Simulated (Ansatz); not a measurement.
Set up this calculation in Ansatz 0.2.0, as the native input.

```yaml
Task: single point
Functional: PBE
Potentials_or_basis: Ansatz PAW
Cutoff: "420 eV (not typed: the program's choice for these potentials)"
k_mesh: 8 × 8 × 8
Occupations: gaussian, width 0.022 eV
Spin: no spin polarisation
```

TiAl:

```
Ti Al
1.0
     3.17906    0.00000    0.00000
     0.00000    3.17906    0.00000
     0.00000    0.00000    3.17906
Ti Al
1 1
Direct
  0.00000 0.00000 0.00000
  0.50000 0.50000 0.50000
```

The cell comes from a database or a generator and needn't be the stable form of this composition.

These files were run (other wordings do the same):

input.yaml

```yaml
crystal:
  lattice:
    - [3.179064, 0.0, 0.0]
    - [0.0, 3.179064, 0.0]
    - [0.0, 0.0, 3.179064]
  atoms:
    - { symbol: Ti, position: [0.0, 0.0, 0.0] }
    - { symbol: Al, position: [0.5, 0.5, 0.5] }
hamiltonian:
  xc: pbe
  pseudopotentials: { kind: paw }
kpoints:
  mp_grid: { grid: [8, 8, 8] }
scf:
  occupations: { method: gaussian, width: 0.022 }
output:
  forces: true
  stress: true
  eigenvalues: true
```

Potentials or basis: Ansatz PAW.

Launch:

```console
$ ansatz run input.yaml --threads 2 --pin off --max-ram 5632MiB --backend cpu --events-out ev --progress --plain --runs-dir out
```

Results of the run:

```
Pressure               : 0.7 GPa
Band gap on the k mesh : none (metal or under the smearing width)
```

Wall time 0.55 s on 2 threads of Arm Neoverse V2, on a shared host, peak memory 0.28 GiB.
